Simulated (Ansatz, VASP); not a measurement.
**Pb2 in VASP and in Ansatz**

The input INCAR:

```
PREC     = Accurate       # precision mode
ENCUT    = 520            # plane-wave cutoff, eV
EDIFF    = 1E-6           # SCF threshold, eV
ISMEAR   = 0              # smearing method
SIGMA    = 0.01           # smearing width, eV
LREAL    = False          # projectors in reciprocal space
LASPH    = True           # aspherical terms in the spheres
NELM     = 150            # most SCF steps
ALGO     = Normal         # electronic algorithm
ISIF     = 2              # what is computed and relaxed
LWAVE    = False          # write WAVECAR
LCHARG   = True           # write CHGCAR
MAGMOM   = 0 0 1 0 0 1    # initial moments
LORBIT   = 11             # projections on sites
LSORBIT  = True           # spin-orbit coupling
GGA_COMPAT= False        
LORBMOM  = True         
GGA      = PE             # functional
LVHAR    = True         
NBANDS   = 40             # bands
```

Contents of KPOINTS:

```
regular mesh
0
Gamma
  1 1 1
```

The input POSCAR:

```
Pb
1.0
    9.0000000000      0.0000000000      0.0000000000
    0.0000000000      9.0000000000      0.0000000000
    0.0000000000      0.0000000000     11.9400000000
Pb
2
Direct
    0.5000000000      0.5000000000      0.6234581200
    0.5000000000      0.5000000000      0.3768844200
```

Input for Ansatz:

```yaml
crystal:
  lattice:
    - [9.0, 0.0, 0.0]
    - [0.0, 9.0, 0.0]
    - [0.0, 0.0, 11.94]
  atoms:
    - { symbol: Pb, position: [0.5, 0.5, 0.62345812], spin: 1.0, spin_axis: [0.0, 0.0, 1.0] }
    - { symbol: Pb, position: [0.5, 0.5, 0.37688442], spin: 1.0, spin_axis: [0.0, 0.0, 1.0] }
basis:
  ecutwfc: 420
  ecutrho_ratio: 4
kpoints:
  mp_grid: { grid: [1, 1, 1] }
hamiltonian:
  xc: pbe
scf:
  occupations: { method: gaussian, width: 0.01 }
output:
  forces: true
  eigenvalues: true
  populations: true
  write_density: true
  write_potential: true
  elf: true
  volumetric_format: npy
magnetization:
  noncollinear: true
  spin_orbit: true
```

Alike in both runs: task single point; functional PBE; k mesh 1 × 1 × 1; occupations gaussian, width 0.01 eV; non-collinear spin, spin-orbit coupling.

```csv
,VASP,Ansatz
version,VASP 6.6.1,Ansatz 0.2.0
potentials or method,"VASP PAW PBE potentials, release 64 (Pb_d)","plane waves, PAW"
plane-wave cutoff (eV),520,420
valence electrons in the cell,28,28
```

Ansatz gave:

```
gap on the k mesh at the Fermi level (eV) : 0.98
rms of the force components (eV/Å)        : 0.069
net moment per atom (μB)                  : 0.00
```

Question: Estimate VASP's values.

Answer: gap on the k mesh at the Fermi level (eV): 0.88; rms of the force components (eV/Å): 0.068; net moment per atom (μB): 0.00.

Atom by atom the forces differ by 0.002 eV/Å (rms over components). Ansatz warned: «seeded_moment_not_kept».
